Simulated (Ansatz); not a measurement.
**SnS₂: levels along high-symmetry lines**

```
Sn S
1.0
     3.59830    0.00000    0.00000
    -1.79915    3.11622    0.00000
     0.00000    0.00000    5.49400
Sn S
1 2
Direct
  0.00000 0.00000 0.00000
  0.66667 0.33333 0.26390
  0.33333 0.66667 0.73610
```

Atoms are numbered in the order listed.

The structure is an experimental refinement, used without relaxation.

No spin–orbit coupling, which matters for the heavy atoms here.

These are results of DFT, LDA, all-electron LAPW, scalar-relativistic in Ansatz 0.2.0, not measurements.

Sampling and basis: a Γ-centred 8×8×5 k mesh, Fermi–Dirac smearing of 0.01 eV, basis error target 1 meV/atom, no spin polarisation.

Points in fractions of the reciprocal vectors of this cell: Γ (0, 0, 0), M (0.5, 0, 0), K (0.333, 0.333, 0), A (0, 0, 0.5), L (0.5, 0, 0.5), H (0.333, 0.333, 0.5). The path runs Γ–M–K–Γ–A–L–H–A–L. Energies are in eV from the top of the valence band; (×n) counts levels within 4 meV of each other, which need not be degenerate by symmetry.

Question: Is there a gap?

Answer: 1.04 eV.

Question: List the levels between -5 and 4.5 eV at the symmetry points.

Answer: 
Γ: -1.08 (×2), -0.87 (×2), 0.00, 1.56, 3.03
M: -4.91, -3.60, -3.23, -1.83, -0.58, 1.46, 3.93
K: -4.02 (×2), -3.72, -2.27 (×2), 1.27
A: -4.73, -2.74, -1.26 (×2), -0.59 (×2), 3.01, 3.21
L: -2.91, -2.11, -1.29, -1.27, 1.22, 4.10
H: -4.95 (×2), -4.43, -0.49 (×2), 3.00
